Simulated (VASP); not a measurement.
A run of VASP 6.6.1 is set up as follows.

POSCAR

```
Y
1.0
   -2.0331082528      2.0331082528      2.0331082528
    2.0331082528     -2.0331082528      2.0331082528
    2.0331082528      2.0331082528     -2.0331082528
Y
1
Direct
    0.0000000000      0.0000000000      0.0000000000
```

The input INCAR.step1:

```
SYSTEM = Y
PREC = Accurate
ENCUT = 520
ISMEAR = -5
SIGMA = 0.05
LREAL = .False.
LASPH = .True.
NELM = 80
LMAXMIX = 4
GGA = PE
ALGO = Normal
EDIFF = 1E-4
LWAVE = .True.
LCHARG = .False.
```

The input INCAR.step2:

```
SYSTEM = Y
PREC = Accurate
ENCUT = 520
EDIFF = 1E-6
ISMEAR = -5
SIGMA = 0.05
LREAL = .False.
LASPH = .True.
NELM = 80
ALGO = Normal
ISIF = 2
LWAVE = .False.
LCHARG = .False.
LMAXMIX = 4
METAGGA = R2SCAN
LMIXTAU = .True.
LORBIT = 10
NEDOS = 2001
ISTART = 1
```

File KPOINTS:

```
regular mesh
0
Gamma
  14 14 14
  0 0 0
```

Potentials or basis: VASP PAW PBE potentials, release 64 (Y_sv).

Command:

```bash
$ cat potpaw_PBE.64/Y_sv/POTCAR > POTCAR
$ cp INCAR.step1 INCAR
$ mpirun -np 1 vasp_std > vasp.out
$ cp INCAR.step2 INCAR
$ mpirun -np 1 vasp_std > vasp.out
```

Task: What does it give for the band gap on the k mesh?

Result: None (metal or under the smearing width).

Task: Estimate the pressure.

Result: 0.1 GPa.

States per cell in windows of 1 eV (zero at the Fermi level; states under -8 eV left out):
```tsv
from (eV)	total	Y1_d	Y1_p	Y1_s	Y1_f
-8.0	0.00	0.00	0.00	0.00	0.00
-7.0	0.00	0.00	0.00	0.00	0.00
-6.0	0.00	0.00	0.00	0.00	0.00
-5.0	0.09	0.00	0.00	0.02	0.00
-4.0	0.22	0.01	0.02	0.05	0.00
-3.0	0.45	0.05	0.06	0.08	0.00
-2.0	1.16	0.35	0.13	0.10	0.00
-1.0	1.12	0.44	0.20	0.01	0.00
0.0	2.02	1.01	0.27	0.01	0.01
1.0	0.81	0.52	0.04	0.01	0.01
2.0	0.85	0.55	0.06	0.01	0.01
3.0	1.51	1.12	0.06	0.02	0.02
4.0	1.77	1.34	0.14	0.04	0.02
5.0	0.04	0.02	0.01	0.00	0.00
6.0	0.00	0.00	0.00	0.00	0.00
7.0	0.00	0.00	0.00	0.00	0.00
```

Caveat: the PAW data sets were made with another functional, which shifts forces and pressure a little; tetrahedron occupations give inexact forces and stress in metals.
